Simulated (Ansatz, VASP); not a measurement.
**PbS: VASP beside Ansatz**

```
CELL_PARAMETERS angstrom
2.04660 1.18160 3.67837
-2.04660 1.18160 3.67837
0.00000 -2.36321 3.67837
ATOMIC_POSITIONS crystal
Pb 0.98057 0.98057 0.98057
S 0.47504 0.47504 0.47504
```

Alike in both runs: task single point; functional PBEsol; k mesh 12 × 12 × 12; occupations gaussian, width 0.03 eV; no spin polarisation.

|  | VASP | Ansatz |
| --- | --- | --- |
| version | VASP 6.6.1 | Ansatz 0.2.0 |
| potentials or method | VASP PAW PBE potentials, release 64 (Pb_d, S) | scalar-relativistic, plane waves, PAW |
| plane-wave cutoff (eV) | 520 | 420 |
| valence electrons in the cell | 20 | 20 |

```tsv
	VASP	Ansatz	Ansatz less VASP
gap on the k mesh at the Fermi level (eV)	none	none	-
pressure (GPa)	-2.3	-2.2	+0.05
largest component of the traceless stress (GPa)	2.88	2.88	-0.001
rms of the force components (eV/Å)	0.021	0.021	+0.0004
```

Atom by atom the forces differ by 0.000 eV/Å (rms over components). A gap of «none» marks a metal or a gap that the smearing closes.

Caveats: the PAW data sets were made with another functional, which shifts forces and pressure a little (VASP). Spin-orbit coupling is left out, which matters for the levels of Pb.
